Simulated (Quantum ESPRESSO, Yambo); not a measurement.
# A GW chain in Yambo: BeTe (F-43m), part 2 of 3

Wanted: ground state, empty states, screening and self-energy for BeTe (F-43m).

Quantum ESPRESSO 7.5 and Yambo 5.3.0; PBE and many-body steps on it, plane waves. Known limits of the many-body steps: not at the basis limit; exchange with frozen shells missing; coarse k mesh.

So far. Step 2 (Ground state): The gap is indirect, with the least direct gap 1.70 eV higher. Step 3 (Bands along the symmetry lines): The gap is 1.565 eV, as in the run before at this level.

The database entry behind the starting cell differs from later determinations by our own check (an axis about 1.5 % short against later determinations), so it need not match the best structure at ambient conditions.

### Step 4. Empty states on the mesh, 4×4×4 mesh, 242 bands

Level of this step: DFT, PBE with spin-orbit coupling, plane waves, norm-conserving pseudopotentials (Quantum ESPRESSO).

The sums over transitions need many empty states on a uniform mesh; this step solves for them.

Contents of pw.in:

```
&control
  calculation = 'nscf'
  prefix = 'x'
  outdir = 'o'
  pseudo_dir = 'pseudo'
/
&system
  ibrav = 0
  nat = 2
  ntyp = 2
  ecutwfc = 76.0
  nbnd = 242
  force_symmorphic = .true.
  noncolin = .true.
  lspinorb = .true.
/
&electrons
  conv_thr = 1e-9
  electron_maxstep = 80
  diago_full_acc = .true.
  diago_thr_init = 5e-6
/
ATOMIC_SPECIES
  Be 9.012 Be.upf
  Te 127.6 Te.upf
CELL_PARAMETERS angstrom
  0.0000000000 2.7700000000 2.7700000000
  2.7700000000 0.0000000000 2.7700000000
  2.7700000000 2.7700000000 -0.0000000000
ATOMIC_POSITIONS crystal
  Be 0.0000000000 0.0000000000 0.0000000000
  Te 0.2500000000 0.2500000000 0.2500000000
K_POINTS automatic
  4 4 4 0 0 0
```

On the command line:

```sh
OMP_NUM_THREADS=1 mpirun -n 4 pw.x -nk 4 -in pw.in > pw.out
```

The log of the run:

```text
[banner, memory and clock lines left out]
Program PWSCF v.7.5 starts

     Atomic positions and unit cell read from directory:
     o/x.save/

     Message from routine setup:
     using ibrav=0 with symmetry is DISCOURAGED, use correct ibrav instead

     G-vector sticks info

     bravais-lattice index     =            0
     lattice parameter (alat)  =       7.4028  a.u.
     unit-cell volume          =     286.8573 (a.u.)^3
     number of atoms/cell      =            2
     number of atomic types    =            2
     number of electrons       =        20.00
     number of Kohn-Sham states=          242
     kinetic-energy cutoff     =      76.0000  Ry
     charge density cutoff     =     304.0000  Ry
     Exchange-correlation= PBE
                           (   1   4   3   4   0   0   0)
     Non magnetic calculation with spin-orbit

     celldm(1)=   7.402759  celldm(2)=   0.000000  celldm(3)=   0.000000
     celldm(4)=   0.000000  celldm(5)=   0.000000  celldm(6)=   0.000000

     crystal axes: (cart. coord. in units of alat)
               a(1) = (   0.000000   0.707107   0.707107 )
               a(2) = (   0.707107   0.000000   0.707107 )
               a(3) = (   0.707107   0.707107  -0.000000 )

     reciprocal axes: (cart. coord. in units 2 pi/alat)
               b(1) = ( -0.707107  0.707107  0.707107 )
               b(2) = (  0.707107 -0.707107  0.707107 )
               b(3) = (  0.707107  0.707107 -0.707107 )
     Pseudo is Norm-conserving, Zval =  4.0
     Generated using ONCVPSP code by D. R. Hamann
     Using radial grid of 1358 points,  6 beta functions with:
     Pseudo is Norm-conserving + core correction, Zval = 16.0
     Generated using ONCVPSP code by D. R. Hamann
     Using radial grid of 1324 points, 10 beta functions with:
     Be                4.00     9.01200     Be( 1.00)
     Te               16.00   127.60000     Te( 1.00)

     24 Sym. Ops. (no inversion) found

   Cartesian axes

     site n.     atom                  positions (alat units)
         1        Be     tau(   1) = (   0.0000000   0.0000000   0.0000000  )
         2        Te     tau(   2) = (   0.3535534   0.3535534   0.3535534  )

     number of k points=     8
                       cart. coord. in units 2pi/alat
        k(    1) = (   0.0000000   0.0000000   0.0000000), wk =   0.0156250
        k(    2) = (   0.1767767   0.1767767  -0.1767767), wk =   0.1250000
        k(    3) = (  -0.3535534  -0.3535534   0.3535534), wk =   0.0625000
[...]
k(    7) = (  -0.7071068   0.0000000   0.0000000), wk =   0.0468750
        k(    8) = (  -0.7071068   0.3535534   0.0000000), wk =   0.0937500

     Dense  grid:    25749 G-vectors     FFT dimensions: (  45,  45,  45)

     The potential is recalculated from file :
     o/x.save/charge-density

     Starting wfcs are   22 randomized atomic wfcs +  220 random wfcs

     Band Structure Calculation

     End of band structure calculation

          k = 0.0000 0.0000 0.0000 (  3143 PWs)   bands (ev):

   -91.8183 -91.8183 -28.7772 -28.7772 -28.7772 -28.7772 -27.3200 -27.3200
   -27.3107 -27.3107 -27.3107 -27.3107  -4.1780  -4.1780   7.7868   7.7868
     8.7424   8.7424   8.7424   8.7424  12.0074  12.0074  12.0738  12.0738
[...]
[... 19 further rows ...]
[...]
110.3712 110.3712

          k = 0.1768 0.1768-0.1768 (  3215 PWs)   bands (ev):

[...]
[... 19 further rows ...]
[...]
107.6169 107.6169

          k =-0.3536-0.3536 0.3536 (  3214 PWs)   bands (ev):

[...]
42.7595  42.7595  43.7559  43.7559  43.8668  43.8668  45.4495  45.4495
     [... 19 further rows ...]
   106.6485 106.6485 108.6528 108.6528 108.7040 108.7040 109.0414 109.0414
   109.2689 109.2689

          k = 0.3536 0.0000 0.0000 (  3207 PWs)   bands (ev):

     [... further k-points ...]

     highest occupied, lowest unoccupied level (ev):     8.7424   10.3071

     XML data file, pseudopotentials, collected wavefunctions
```

Run time: 41 s. Hardware: 4 MPI ranks of Arm Neoverse V1, shared host; peak memory 0.75 GiB.

This step gave:

```yaml
gap: 1.565 eV
k_of_the_valence_top: 0, 0, 0
k_of_the_conduction_bottom: 0, -0.5, -0.5
least_direct_gap: 3.265 eV
k_points_computed: 8
lowest_point_of_the_top_converged_band_above_the_valence_top: 98.5922 eV
```

On this mesh the gap is 1.565 eV.

### Step 5. Conversion and set-up

This step: Yambo 5.3.0; conversion and set-up on PBE with spin-orbit coupling, plane waves, norm-conserving pseudopotentials.

The states are converted to the many-body program's format and the q mesh is built.

On the command line:

```sh
(cd o/x.save; p2y > p2y.log; mv SAVE ../..); yambo > setup.log
```

The log of the run:

```text
 Yambo, version 5.3.0

 [02] CORE Variables Setup
 =========================

  [02.01] Unit cells
  ==================

  Cell kind             :  FCC
  Atoms in the cell     :  Be  Te
  number of Be atoms    :  1
  number of Te atoms    :  1

  List of atomic masses
  Mass of Be    :  9.012000
  Mass of Te    :  127.6000

  List of atomic coordinates    : [cc]
  Be1       :  0.000000  0.000000  0.000000  order 1
  Te1       :  2.617271  2.617271  2.617271  order 2

  Alat factors          :  5.234541  5.234541  5.234541 [a.u.]
  Direct lattice volume :  286.8573 [a.u.]
  Direct lattice vectors:  A[ 1 ]  A[ 2 ]  A[ 3 ]
   A[ 1 ]:  0.000000  1.000000  1.000000  [iru]
   0.000000  5.234541  5.234541  [cc]
   A[ 2 ]:  1.000000  0.000000  1.000000  [iru]
   5.234541  0.000000  5.234541  [cc]
   A[ 3 ]:  1.000000  1.000000 -0.000000  [iru]
   5.234541  5.234541 -0.000000  [cc]

  Recip. lattice volume :  0.864716 [a.u.]
  Recip. lattice vectors:  B[ 1 ]  B[ 2 ]  B[ 3 ]
   B[ 1 ]: -0.500000  0.500000  0.500000  [iku]
  -0.600166  0.600166  0.600166  [cc]
   B[ 2 ]:  0.500000 -0.500000  0.500000  [iku]
   0.600166 -0.600166  0.600166  [cc]
   B[ 3 ]:  0.500000  0.500000 -0.500000  [iku]
   0.600166  0.600166 -0.600166  [cc]

  [02.02] Symmetries
  ==================

  Inversion symmetry    : yes
  Spatial inversion     : no
  Inversion index       :  25
  K-space Time-reversal : yes
  Magnetic symmetries   : no
  Time-reversal derived K-space symmetries:   25   48
  Group table correct   : yes
  Symmetries units      :  [cc]

   [S  1]:   1.0000      0.34382E-16  0.34382E-16  0.34382E-16   1.0000     -0.34382E-16 -0.34382E-16 -0.34382E-16   1.0000
   [S  2]:  -1.0000     -0.34382E-16  0.34382E-16 -0.34382E-16  -1.0000     -0.34382E-16  0.34382E-16  0.34382E-16   1.0000
   [S  3]:  -1.0000      0.34382E-16 -0.34382E-16 -0.34382E-16   1.0000      0.34382E-16  0.34382E-16 -0.34382E-16  -1.0000
[...]
[S  9]:  0.34382E-16   1.0000      0.34382E-16 -0.34382E-16  0.34382E-16   1.0000       1.0000     -0.34382E-16 -0.34382E-16
   [S 10]:  0.34382E-16  -1.0000     -0.34382E-16 -0.34382E-16 -0.34382E-16  -1.0000       1.0000      0.34382E-16  0.34382E-16
     [... 36 further rows ...]
   [S*47]:   1.0000      0.34382E-16 -0.34382E-16  0.34382E-16 -0.34382E-16  -1.0000     -0.34382E-16   1.0000      0.34382E-16
   [S*48]:   1.0000     -0.34382E-16  0.34382E-16  0.34382E-16  0.34382E-16   1.0000     -0.34382E-16  -1.0000     -0.34382E-16

  [02.03] Reciprocal space
  ========================

  nG shells         :  284
  nG charge         :  25749
  nG WFs            :   3890
  nC WFs            :   3250
  G-vecs. in first 28 shells:  [ Number ]
     1    9   15   27   51   59   65   89  113
    137   169   181   229   259   283   307   331   339
    387   411   459   531   537   561   609   645   701
    725
  ...
  Shell energy in first 28 shells:  [ mHa ]
[...]
K/Q-points units:
  rlu = crystal or reduced units; cc = cartesian coordinates; iku = interal k-units

  K [1]          [rlu]:  0.000000  0.000000  0.000000
         WF components:  3143
  K [2]          [rlu]: -0.15124E-17 -0.15124E-17  0.25000
         WF components:   3215
  K [3]          [rlu]:  0.30247E-17  0.30247E-17 -0.50000
         WF components:   3214
  K [4]          [rlu]: -0.97766E-18  0.25000      0.25000
         WF components:   3207
  K [5]          [rlu]:  0.18396E-16  0.25000     -0.50000
         WF components:   3208
  [... 2 further k-points ...]
  K [8]          [rlu]:  0.250000 -0.500000 -0.250000
         WF components:   3188

  [02.05] Energies & Occupations
  ==============================

  [X] === General ===
  [X] Electronic Temperature                        :  0.000000  0.000000 [eV K]
  [X] Bosonic    Temperature                        :  0.000000  0.000000 [eV K]
  [X] Finite Temperature mode                       : no
  [X] El. density                                   :  0.47050E+24 [cm-3]
  [X] Fermi Level                                   :  8.742353 [eV]

  [X] === Gaps and Widths ===
  [X] Conduction Band Min                           :  1.564762 [eV]
  [X] Valence Band Max                              :  0.000000 [eV]
  [X] Filled Bands                                  :  20
  [X] Empty Bands                                   :   21  242
  [X] Direct Gap                                    :  3.265016 [eV]
  [X] Direct Gap localized at k                     :  1
  [X] Indirect Gap                                  :  1.564762 [eV]
  [X] Indirect Gap between kpts                     :   1   7
  [X] Last valence band width                       :  3.669544 [eV]
  [X] 1st conduction band width                     :  3.423793 [eV]

  E @ K [1]:  [eV]
  -100.5607 -100.5607  -37.5196  -37.5196  -37.5196  -37.5196  -36.0623  -36.0623
  -36.05305 -36.05305 -36.05305 -36.05305 -12.92034 -12.92034  -0.95559  -0.95559
  -0.39245E-09 -0.31996E-09 -0.21993E-09   0.0000       3.2650       3.2650       3.3314       3.3314
[...]
occ @ K [1]
[...]
E @ K [2]:  [eV]
[...]
occ @ K [2]
[...]
E @ K [3]:  [eV]
[...]
occ @ K [3]
[...]
E @ K [4]:  [eV]
[...]
occ @ K [4]
[...]
E @ K [5]:  [eV]
[...]
occ @ K [5]
[...]
[... 2 further k-points ...]
  E @ K [8]:  [eV]
[...]
occ @ K [8]
[...]
0.000000  0.000000  0.000000  0.000000  0.000000  0.000000  0.000000  0.000000
   0.000000  0.000000  0.000000  0.000000  0.000000  0.000000  0.000000  0.000000

 [03] Transferred momenta grid and indexing
 ==========================================

 IBZ Q-points                                      :   8
 BZ  Q-points                                      :   64

 K/Q-points units:
 rlu = crystal or reduced units; cc = cartesian coordinates; iku = interal k-units

 Q [1]          [rlu]:  0.000000  0.000000  0.000000
 Q [2]          [rlu]: -0.61447E-17 -0.61447E-17  0.25000
 Q [3]          [rlu]:  0.12289E-16  0.12289E-16 -0.50000
[...]
Q [7]          [rlu]: -0.44291E-16 -0.50000     -0.50000
 Q [8]          [rlu]:  0.250000 -0.500000 -0.250000

  [03.01] X indexes
  =================

   [03.01.01] Sigma indexes
   ========================

 [06] Game Over & Game summary
```

Wall time 2.7 s (1 MPI rank); peak memory 0.24 GiB.

(Part 2 of 3 ends here.)

[Paths, hosts, dates, memory and timing lines, banners, echoed tables and standing remarks are left out of the program output.]

[Logs are printed without paths, hosts, clocks, repeated set-up lines and the standing remarks that a program may print on its own settings, such as how far it seeks lower states.]

[Runs of the session that timed out or met a known fault of the program may be left out.]

[Hosts, paths, dates, database ids (printed as entryN), source tags and the programs' standing remarks are cut or masked in the printed files.]
